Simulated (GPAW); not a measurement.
Runs of GPAW 26.7.0 on CoO. It takes space group Fm-3m (No. 225, cubic). The conventional cell has a = 4.263 Å, b = 4.263 Å, c = 4.263 Å, α = 90.00°, β = 90.00°, γ = 90.00°. Co (site symmetry m-3m) is surrounded by 6 O at 2.13 Å. Around O (site symmetry m-3m) lie 6 Co at 2.13 Å. 

```csv
task,level,potentials or basis,U,cell,k mesh,cutoff (eV),smearing,optimizer,fmax,max steps,convergence,older calculator (legacy_gpaw),grid spacing,gap on the mesh (eV),pressure (GPa),moment (μB)
relaxation of cell and atoms,revPBE+D4,"the program's PAW data sets (release 1.2.1) made for this functional, pw",-,relaxed,11 × 11 × 11,800,fermi-dirac 0.05 eV,BFGS,0.02 eV/Å,40,density=1e-05 forces=0.0001,-,-,none,0.0,2.91
relaxation of cell and atoms,PBEsol+D3(BJ),"PAW data sets generated in the run's folder for this functional, pw",-,relaxed,11 × 11 × 11,800,fermi-dirac 0.05 eV,FIRE,0.05 eV/Å,40,density=1e-05 forces=0.0001,-,-,none,-0.5,2.94
single point,PBE,"GPAW PAW data sets (gpaw-data 1.2.1), pw",-,as given,11 × 11 × 11,800,gaussian 0.028 eV,-,-,-,-,-,-,none,-1.1,2.98
single point,PBE,"GPAW PAW data sets (gpaw-data 1.2.1), pw",-,as given,11 × 11 × 11,800,gaussian 0.02 eV,-,-,-,-,-,-,none,-1.1,2.99
ts,RPBE+TS,"the program's PAW data sets (release 1.2.1) made for this functional, lcao:dzp",-,as given,11 × 11 × 11,-,fermi-dirac 0.05 eV,-,-,-,-,yes,0.16 Å,none,-,2.96
band structure,PBEsol+U,"PAW data sets generated in the run's folder for this functional, pw",Co d U = 1 eV,as given,11 × 11 × 11,800,fermi-dirac 0.05 eV,-,-,-,-,-,-,-,(a),(b)
band structure,BLYP,"PAW data sets generated in the run's folder for this functional, pw",-,as given,11 × 11 × 11,800,fermi-dirac 0.05 eV,-,-,-,-,-,-,-,5.3,2.82
```

Alike in all rows: spin collinear, ferromagnetic start.

Task: Fill in the values left out.

Result: (a) -9.1; (b) 3.00.

Caveats: a cell with one magnetic atom can't hold antiferromagnetic order, which such compounds often take; semilocal functionals often make such compounds metallic where correlation or magnetic order opens a gap, which also shifts bond lengths (some runs); pairwise dispersion overbinds metals, which lowers pressure and volume (some runs); each step starts from the last one's moments, so a moment once lost doesn't come back (some runs); later steps reuse the first step's grids (some runs); the real-space grid adds noise to forces (some runs); the basis of atomic orbitals isn't converged, which shifts pressures, moduli and gaps (some runs).

A k mesh can miss the band edges.

A gap of «none» marks a metal or a gap under the smearing width.

Not every run made on this cell is shown here.
